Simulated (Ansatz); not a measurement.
Input file for Ansatz (an electronic-structure program):

Ansatz 0.2 input:
```yaml
crystal:
  lattice:
    - [0.0, 4.0116184753, 4.0116184753]
    - [4.0116184753, 0.0, 4.0116184753]
    - [4.0116184753, 4.0116184753, 0.0]
  atoms:
    - { symbol: Mg, position: [0.5, 0.5, 0.5] }
    - { symbol: Mg, position: [0.75, 0.75, 0.75] }
    - { symbol: Al, position: [0.125, 0.125, 0.125] }
    - { symbol: Al, position: [0.625, 0.125, 0.125] }
    - { symbol: Al, position: [0.125, 0.125, 0.625] }
    - { symbol: Al, position: [0.125, 0.625, 0.125] }
    - { symbol: O, position: [0.8884551779, 0.8884551779, 0.8884551779] }
    - { symbol: O, position: [0.9153655338, 0.3615448221, 0.3615448221] }
    - { symbol: O, position: [0.8884551779, 0.8884551779, 0.3346344662] }
    - { symbol: O, position: [0.3615448221, 0.9153655338, 0.3615448221] }
    - { symbol: O, position: [0.3346344662, 0.8884551779, 0.8884551779] }
    - { symbol: O, position: [0.3615448221, 0.3615448221, 0.3615448221] }
    - { symbol: O, position: [0.8884551779, 0.3346344662, 0.8884551779] }
    - { symbol: O, position: [0.3615448221, 0.3615448221, 0.9153655338] }
kpoints:
  mp_grid: { grid: [6, 6, 6] }
hamiltonian:
  xc: lda
  pseudopotentials: { kind: paw }
scf:
  occupations: { method: fixed }
elastic: { mode: relaxed_ion, stencil: two_point, amplitude: 0.005, f_tol: 0.0005 }
```

Output (shortened):

```
Pseudopotential: Mg, paw, valence charge 10
Pseudopotential: Al, paw, valence charge 3
Pseudopotential: O, paw, valence charge 6
Functional definition: SPW92
Crystal: 14 atoms, lattice volume = 129.119 Å³
Basis set: ecut = 420 eV, 2565 PW (Γ)
Bands: 54, of which v1, the nominal top of the filled ones, is band 40 counted from 1 (39 counted from 0)
Symmetry: 48 space group operations
Space group: Fd-3m (ITA 227), of the structure as read, at distance tolerance 5.1e-5 Å
k-points: 16 of 216
SCF 1 converged in 10 iterations: F = -10320.411273 eV  dr2 = 5.50e-15
Crystal: 14 atoms, lattice volume = 128.473 Å³
Basis set: ecut = 420 eV, 2525 PW (Γ)
Symmetry: 16 space group operations
k-points: 30 of 216
SCF 2 converged in 10 iterations: F = -10320.407584 eV  dr2 = 2.30e-15
relax step   1: F+E_penalty+E_count = -10320.40758352 eV  Δ(F+E_penalty+E_count) = +0.000e0 eV  max|allowed force component| = 5.113e-2 eV/Å  Δτ_max = 0.0000 Å  (10 SCF iters, accepted)
Crystal: 14 atoms, lattice volume = 128.473 Å³
SCF 3 converged in 8 iterations: F = -10320.407955 eV  dr2 = 1.24e-14
relax step   2: F+E_penalty+E_count = -10320.40795450 eV  Δ(F+E_penalty+E_count) = -3.710e-4 eV  max|allowed force component| = 3.450e-2 eV/Å  Δτ_max = 0.0011 Å  (8 SCF iters, accepted)
Crystal: 14 atoms, lattice volume = 128.473 Å³
SCF 4 converged in 8 iterations: F = -10320.408408 eV  dr2 = 4.54e-14
relax step   3: F+E_penalty+E_count = -10320.40840832 eV  Δ(F+E_penalty+E_count) = -4.538e-4 eV  max|allowed force component| = 3.188e-4 eV/Å  Δτ_max = 0.0033 Å  (8 SCF iters, accepted)
Crystal: 14 atoms, lattice volume = 128.473 Å³
SCF 5 converged in 2 iterations: F = -10320.408408 eV  dr2 = 1.84e-14
Crystal: 14 atoms, lattice volume = 129.764 Å³
Basis set: ecut = 420 eV, 2613 PW (Γ)
SCF 6 converged in 9 iterations: F = -10320.407355 eV  dr2 = 8.80e-14
relax step   1: F+E_penalty+E_count = -10320.40735458 eV  Δ(F+E_penalty+E_count) = +0.000e0 eV  max|allowed force component| = 4.710e-2 eV/Å  Δτ_max = 0.0000 Å  (9 SCF iters, accepted)
Crystal: 14 atoms, lattice volume = 129.764 Å³
SCF 7 converged in 9 iterations: F = -10320.408082 eV  dr2 = 9.68e-15
relax step   2: F+E_penalty+E_count = -10320.40808189 eV  Δ(F+E_penalty+E_count) = -7.273e-4 eV  max|allowed force component| = 2.417e-3 eV/Å  Δτ_max = 0.0040 Å  (9 SCF iters, accepted)
Crystal: 14 atoms, lattice volume = 129.764 Å³
SCF 8 converged in 7 iterations: F = -10320.408084 eV  dr2 = 3.83e-14
relax step   3: F+E_penalty+E_count = -10320.40808355 eV  Δ(F+E_penalty+E_count) = -1.656e-6 eV  max|allowed force component| = 2.047e-5 eV/Å  Δτ_max = 0.0002 Å  (7 SCF iters, accepted)
Crystal: 14 atoms, lattice volume = 129.764 Å³
SCF 9 converged in 2 iterations: F = -10320.408084 eV  dr2 = 9.44e-15
Crystal: 14 atoms, lattice volume = 129.118 Å³
Basis set: ecut = 420 eV, 2585 PW (Γ)
Symmetry: 8 space group operations
k-points: 46 of 216
SCF 10 converged in 11 iterations: F = -10320.409410 eV  dr2 = 2.06e-14
relax step   1: F+E_penalty+E_count = -10320.40941025 eV  Δ(F+E_penalty+E_count) = +0.000e0 eV  max|allowed force component| = 5.574e-2 eV/Å  Δτ_max = 0.0000 Å  (11 SCF iters, accepted)
Crystal: 14 atoms, lattice volume = 129.118 Å³
SCF 11 converged in 9 iterations: F = -10320.409588 eV  dr2 = 9.55e-15
relax step   2: F+E_penalty+E_count = -10320.40958808 eV  Δ(F+E_penalty+E_count) = -1.778e-4 eV  max|allowed force component| = 3.385e-2 eV/Å  Δτ_max = 0.0020 Å  (9 SCF iters, accepted)
Crystal: 14 atoms, lattice volume = 129.118 Å³
SCF 12 converged in 9 iterations: F = -10320.409677 eV  dr2 = 2.54e-14
relax step   3: F+E_penalty+E_count = -10320.40967706 eV  Δ(F+E_penalty+E_count) = -8.898e-5 eV  max|allowed force component| = 1.068e-3 eV/Å  Δτ_max = 0.0029 Å  (9 SCF iters, accepted)
Crystal: 14 atoms, lattice volume = 129.118 Å³
SCF 13 converged in 7 iterations: F = -10320.409678 eV  dr2 = 1.27e-14
relax step   4: F+E_penalty+E_count = -10320.40967759 eV  Δ(F+E_penalty+E_count) = -5.317e-7 eV  max|allowed force component| = 4.203e-4 eV/Å  Δτ_max = 0.0001 Å  (7 SCF iters, accepted)
Crystal: 14 atoms, lattice volume = 129.118 Å³
SCF 14 converged in 2 iterations: F = -10320.409678 eV  dr2 = 2.66e-15
Crystal: 14 atoms, lattice volume = 129.118 Å³
SCF 15 converged in 11 iterations: F = -10320.409410 eV  dr2 = 1.76e-14
relax step   1: F+E_penalty+E_count = -10320.40941018 eV  Δ(F+E_penalty+E_count) = +0.000e0 eV  max|allowed force component| = 5.574e-2 eV/Å  Δτ_max = 0.0000 Å  (11 SCF iters, accepted)
Crystal: 14 atoms, lattice volume = 129.118 Å³
SCF 16 converged in 9 iterations: F = -10320.409678 eV  dr2 = 7.00e-14
relax step   2: F+E_penalty+E_count = -10320.40967751 eV  Δ(F+E_penalty+E_count) = -2.673e-4 eV  max|allowed force component| = 5.462e-4 eV/Å  Δτ_max = 0.0048 Å  (9 SCF iters, accepted)
Crystal: 14 atoms, lattice volume = 129.118 Å³
SCF 17 converged in 7 iterations: F = -10320.409678 eV  dr2 = 1.71e-14
relax step   3: F+E_penalty+E_count = -10320.40967759 eV  Δ(F+E_penalty+E_count) = -7.848e-8 eV  max|allowed force component| = 1.339e-4 eV/Å  Δτ_max = 0.0000 Å  (7 SCF iters, accepted)
Crystal: 14 atoms, lattice volume = 129.118 Å³
SCF 18 converged in 2 iterations: F = -10320.409678 eV  dr2 = 5.78e-15
SCF converged after 10 iterations
Free energy (F): -10320.411273 eV
Harris-Foulkes:  -10320.411273 eV  (|F-HF|=1.82e-12)
Internal energy: -10320.411273 eV  (E = F + TS)
E sigma→0 (E₀):  -10320.411273 eV
Fermi energy:    6.539485 eV
--- Per-component energies (eV) ---
  E_band       = -591.929118
  E_kinetic    = 1689.296782
  E_local      = -5726.723938  (includes V_loc(G=0)·N_el)
  E_nonlocal   = 630.764044
  E_hartree    = 2072.137766
  E_xc         = -811.864210
  E_vxc        = -960.165090  (∫ρ·V_xc dr)
  E_paw        = -3496.264294  (= ΣΔE_a)
  E_vpaw       = -369.396934  (= ΣTr[D̂ρ^β])
  E_aug_tail   = 0.020487  (compensation charges beyond the density's cutoff)
  E_ewald      = -4679.077105
  E_core_change = 1.299197  (= ΣΔE_core)
  E_smearing   =  0.000000  (= −TS)
  E_closure    = 0.000000  (closes the sum)
  Σ components = -10320.411273   (vs F -10320.411273, Δ=0.00e0)
--- Forces (eV/Å), atoms counted from 1 ---
  atom   1  Mg     0.00000000     0.00000000     0.00000000
  atom   2  Mg     0.00000000     0.00000000     0.00000000
  atom   3  Al     0.00000000     0.00000000     0.00000000
  atom   4  Al     0.00000000     0.00000000     0.00000000
  atom   5  Al     0.00000000     0.00000000     0.00000000
  atom   6  Al     0.00000000     0.00000000     0.00000000
  atom   7  O      0.00012201     0.00012201     0.00012201
  atom   8  O     -0.00012201     0.00012201     0.00012201
  atom   9  O     -0.00012201    -0.00012201     0.00012201
  atom  10  O      0.00012201    -0.00012201     0.00012201
  atom  11  O      0.00012201    -0.00012201    -0.00012201
  atom  12  O     -0.00012201    -0.00012201    -0.00012201
  atom  13  O     -0.00012201     0.00012201    -0.00012201
  atom  14  O      0.00012201     0.00012201    -0.00012201
  max |Σ_I F_I| component: 1.73e-17 eV/Å
--- Stress (GPa, compression-positive) ---
       -0.017059       0.000000       0.000000
        0.000000      -0.017059       0.000000
        0.000000       0.000000      -0.017059
  P = ⅓ Tr σ = -0.0171 GPa (-0.171 kbar)
--- Band table (eV; the first three rows and the last of 16) ---
  k-point 0: bands = ["-64.2713", "-64.2708", "-31.7199", "-31.7199", "-31.7199", "-31.7164", "-31.7164", "-31.7164", "-11.7601", "-10.1195", "-9.5223", "-9.5223", "-9.5223", "-9.1237", "-9.1237", "-9.1237", "0.8801", "0.8801", "0.8801", "0.9490", "1.6479", …
  k-point 1: bands = ["-64.2713", "-64.2708", "-31.7200", "-31.7200", "-31.7199", "-31.7164", "-31.7163", "-31.7163", "-11.6768", "-10.1951", "-9.6056", "-9.5015", "-9.5015", "-9.1542", "-9.1542", "-9.1026", "1.0029", "1.0029", "1.0535", "1.1833", "1.7762", …
  k-point 2: bands = ["-64.2712", "-64.2709", "-31.7202", "-31.7202", "-31.7199", "-31.7164", "-31.7161", "-31.7161", "-11.4573", "-10.4392", "-9.6995", "-9.4432", "-9.4432", "-9.2319", "-9.2319", "-9.0906", "1.3123", "1.3123", "1.3974", "1.9018", "2.0126", …
  k-point 15: bands = ["-64.2710", "-64.2710", "-31.7208", "-31.7208", "-31.7182", "-31.7182", "-31.7156", "-31.7156", "-10.9003", "-10.9003", "-9.7696", "-9.7696", "-9.3301", "-9.3301", "-9.1014", "-9.1014", "1.9676", "1.9676", "2.2041", "2.2041", "2.7456", …
--- Elastic constants: 2 strain directions × 2 members + reference (group order 48) ---
  dense FFT box of the reference and of every strained cell: 40×40×40
  strains applied: 11, 23; error gains: componentwise 1.00 (the most a stress slope's error grows in a printed constant), spectral 1.73 (1 for all six strains …
  C = ∂σ_k/∂η_j (tension-positive GPa; Voigt order 11 22 33 23 13 12):
       283.141    162.590    162.590      0.000      0.000      0.000
       162.590    283.141    162.590      0.000      0.000      0.000
       162.590    162.590    283.141      0.000      0.000      0.000
         0.000      0.000      0.000    149.099      0.000      0.000
         0.000      0.000      0.000      0.000    149.099      0.000
         0.000      0.000      0.000      0.000      0.000    149.099
  reference stress σ⁰ (GPa):      0.017      0.017      0.017      0.000      0.000      0.000
  moduli (Voigt/Reuss/Hill, GPa): K = 202.77/202.77/202.77   G = 113.57/93.81/103.69   E = 265.76   ν = 0.282
  mechanically stable: yes (min eigenvalue of sym C = 120.55 GPa)
  strain η (Voigt 11):  stress-route row diagonal C_11 = 283.14 GPa, energy-path curvature d²(F+E_count+ΔE)/dδ²/Ω₀ = 283.19 GPa
         δ    σ_11 (GPa)             F (eV)   n_scf  n_hpsi   n_pw
    -5.000e-3      -1.4061      -10320.4084083       2   11207   2536   relax 3 steps, max|allowed force component| 3.19e-4 eV/Å
     5.000e-3       1.4253      -10320.4080835       2   11329   2613   relax 3 steps, max|allowed force component| 2.05e-5 eV/Å
  strain η (Voigt 23):  stress-route row diagonal C_44 = 149.10 GPa, energy-path curvature d²(F+E_count+ΔE)/dδ²/Ω₀ = 149.18 GPa
         δ    σ_23 (GPa)             F (eV)   n_scf  n_hpsi   n_pw
    -5.000e-3      -0.7455      -10320.4096776       2   17297   2585   relax 4 steps, max|allowed force component| 4.20e-4 eV/Å
     5.000e-3       0.7455      -10320.4096776       2   17292   2585   relax 3 steps, max|allowed force component| 1.34e-4 eV/Å
```

Cost: roughly 5 core-minutes on shared cores.

The LDA relaxation kept the symmetry of its start; phonons on a q-mesh show no instability.

Potentials: the later of the program's two PAW sets.

Ansatz is a plane-wave DFT program.
